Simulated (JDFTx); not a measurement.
Set up this calculation in JDFTx 1.7.0 (patched build), as the native input.

```yaml
Task: single point
Functional: LDA
Potentials_or_basis: PseudoDojo-SR-LDA-0.4.1-standard with smoothed tails
Cutoff: 1061 eV
Density_cutoff: 8490 eV
k_mesh: 11 × 11 × 11
Occupations: gaussian, width 0.1 eV
Spin: no spin polarisation
Local_potential_set_to_-Z/r_beyond: 6 bohr
Bands: 21
Density_cutoff_over_wavefunction_cutoff: 8
Max_SCF_steps: 100
SCF_threshold_on_the_energy: 1e-09 Ha
Solver_of_the_electrons: scf
Further_solve_for_the_empty_bands: yes
```

Crystal: Ge.

```
Ge
1.0
    -2.57449    2.57449    1.39741
     2.57449   -2.57449    1.39741
     2.57449    2.57449   -1.39741
Ge
2
Direct
  0.50000 0.50000 0.00000
  0.25000 0.75000 0.50000
```

This isn't the form of Ge at room conditions, which is diamond.

The input as run:

Ge.in

```
lattice \
   -2.5744897190     2.5744897190     2.5744897190 \
    2.5744897190    -2.5744897190     2.5744897190 \
    1.3974126432     1.3974126432    -1.3974126432
latt-scale 1.889726124626 1.889726124626 1.889726124626
coords-type Lattice
ion Ge     0.5000000000     0.5000000000     0.0000000000 1
ion Ge     0.2500000000     0.7500000000     0.5000000000 1

ion-species pseudo/Ge.upf
elec-cutoff 39 312
elec-ex-corr lda-PW
kpoint-folding 11 11 11
elec-smearing Gauss 0.0018374661
elec-n-bands 21
electronic-SCF nIterations 100 energyDiffThreshold 1e-09
electronic-minimize nIterations 30 energyDiffThreshold 1e-7
converge-empty-states yes
forces-output-coords Cartesian

dump-name run.$VAR
dump End Ecomponents EigStats BandEigs Kpoints Forces Stress ElecDensity Dtot KEdensity
```

Potentials or basis: PseudoDojo-SR-LDA-0.4.1-standard with smoothed tails.

Run with:

```bash
$ jdftx -c 1 -i Ge.in -o Ge.out
```

Results of the run:

```json
{
 "Pressure": "-2.5 GPa",
 "Band gap on the k mesh": "none (metal or under the smearing width)"
}
```

Wall time 8.6 min on 1 thread of Arm Neoverse V1, with other jobs on the host, peak memory 0.38 GiB.
